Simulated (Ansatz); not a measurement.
The system is ZnS (Wurtzite-4H).

```xyz
8
Lattice="3.8227 0.0000 0.0000 -1.9114 3.3106 0.0000 0.0000 0.0000 12.5200" Properties=species:S:1:pos:R:3 pbc="T T T"
Zn    1.9114    1.1035    9.3900
Zn    0.0000    2.2070    3.1300
Zn    0.0000    0.0000    6.2600
Zn    0.0000    0.0000    0.0000
S     1.9114    1.1035   11.7375
S     0.0000    2.2070    5.4775
S     0.0000    0.0000    8.6075
S     0.0000    0.0000    2.3475
```

| Item | Value |
| --- | --- |
| Program | Ansatz 0.2.0 |
| Task | relaxation of cell and atoms |
| Functional | PBEsol |
| Dispersion | D3(BJ) |
| Potentials or basis | Ansatz PAW |
| Cutoff | 420 eV (not typed: the program's choice for these potentials) |
| k mesh | 8 × 8 × 3 |
| Occupations | fermi-dirac, width 0.05 eV |
| Spin | no spin polarisation |

At the start: volume 19.81 Å³/atom.

Problem. How do energy, volume and symmetry change on relaxing?

Solution. It ends after 6 steps and the volume is 18.69 Å³/atom (-5.6 %); space group P6_3mc (No. 186, to 0.05 Å).

The path:
```
step  energy change (eV)  largest force (eV/Å)  volume (Å³)
   1              0.0000                0.0384       158.44
   2             -0.1087                0.0214       152.93
   3             -0.1295                0.0073       149.16
   4             -0.1295                0.0221       149.53
   5             -0.1297                0.0002       149.52
   6             -0.1263                0.0002       149.52
```

Final structure:
```
Zn S
1.0
     3.74930    0.00000    0.00000
    -1.87465    3.24699    0.00000
     0.00000    0.00000   12.28194
Zn S
4 4
Direct
  0.66667 0.33333 0.75010
  0.33333 0.66667 0.25010
  0.00000 0.00000 0.50018
  0.00000 0.00000 0.00018
  0.66667 0.33333 0.93753
  0.33333 0.66667 0.43753
  0.00000 0.00000 0.68719
  0.00000 0.00000 0.18719
```

Caveat: the plane-wave basis is chosen anew once the cell has moved, so the energies of steps on either side of that aren't comparable; the PAW data sets come from PBE, with cores solved anew for the run's functional, which leaves a small shift of forces and pressure.
